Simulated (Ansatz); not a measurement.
**From the elastic tensor of GaAs to moduli and sound speeds**

Computed with Ansatz, DFT PBE, scalar-relativistic, plane waves, PAW. Cutoff 420 eV, 10×10×10 k-points (Γ-centred), Fermi-Dirac smearing of 0.15 eV. No spin polarisation.

It takes space group F-43m (No. 216, cubic). The conventional cell has a = 5.744 Å, b = 5.744 Å, c = 5.744 Å, α = 90.00°, β = 90.00°, γ = 90.00°. Ga (site symmetry -43m) is surrounded by 4 As at 2.49 Å. As (site symmetry -43m) has 4 Ga at 2.49 Å as nearest neighbours.

The cell is the ideal cubic zincblende prototype. With next to no gap, frequencies and elastic constants depend on the k mesh and the smearing, soft modes and shear constants most.

Relaxed-ion constants (GPa, on the Cartesian axes of the calculation):
C11 = 99.0, C12 = 41.7, C13 = 41.7, C22 = 99.0, C23 = 41.7, C33 = 99.0, C44 = 50.6, C55 = 50.6, C66 = 50.6 GPa; the others vanish.

Density 5.070 g/cm³; 2 atoms in 47.37 Å³.

The values that follow are for a polycrystal of randomly turned grains, by Hill's mean where one number stands.

With S = C⁻¹: B_V = (C11+C22+C33+2(C12+C13+C23))/9, G_V = (C11+C22+C33−C12−C13−C23+3(C44+C55+C66))/15, 1/B_R = S11+S22+S33+2(S12+S13+S23), 15/G_R = 4(S11+S22+S33−S12−S13−S23)+3(S44+S55+S66); Hill is their mean. Then v_l = √((B+4G/3)/ρ), v_t = √(G/ρ), v_m = [(2/v_t³+1/v_l³)/3]^(−1/3) and Θ = (ħ/k_B)·v_m·(6π²n/V)^(1/3) for n atoms in the volume V; E = 9BG/(3B+G), ν = (3B−2G)/(2(3B+G)) and A^U = 5G_V/G_R + B_V/B_R − 6.

```json
{
  "Bulk modulus, Voigt / Reuss / Hill": "60.8 / 60.8 / 60.8 GPa",
  "Shear modulus, Voigt / Reuss / Hill": "41.8 / 38.8 / 40.3 GPa",
  "Young's modulus": "99 GPa",
  "Poisson ratio": "0.229",
  "Pugh ratio B/G": "1.51 (under 1.75, the rule of thumb for brittle)",
  "Universal anisotropy index": "0.40",
  "Longitudinal and transverse sound speeds": "4753 and 2819 m/s",
  "Debye temperature from the mean sound speed": "324 K"
}
```

On the mesh the filled and empty bands stay 0.17 eV apart, little enough for the smearing to populate both, so at this level the crystal is a narrow-gap semiconductor or semimetal, not an ordinary metal; spin–orbit coupling, left out, can open or move such a gap.

Cost: 1 run of about 2.2 core-minutes, on Intel Xeon Platinum 8488C (Sapphire Rapids) (shared hosts).

The elastic response is that of a directionally bonded tetrahedral network. C44 exceeds C12, as expected where angular forces resist shear, and it also exceeds half the difference between C11 and C12. Tetragonal shear is taken up by bending the sp³ bond angles, whereas the shear governed by C44 also stretches bonds, even after the sublattices relax against each other. The crystal is therefore stiffest along the ⟨111⟩ bond directions and most compliant along ⟨100⟩.

The bulk modulus of 60.8 GPa and the cubic constants lie below the established values for GaAs, probably mainly because PBE overestimates the bond length and so weakens the restoring forces; the Debye temperature is lowered with them. The gap of 0.17 eV is likewise far too small: GaAs is a clear direct-gap semiconductor, and the semilocal functional underestimates its gap, which the expanded lattice narrows further. The result thus gives no support for semimetallic behaviour. The averaged sound speeds do not apply to a single-crystal wafer, where velocity depends on propagation direction and polarisation.
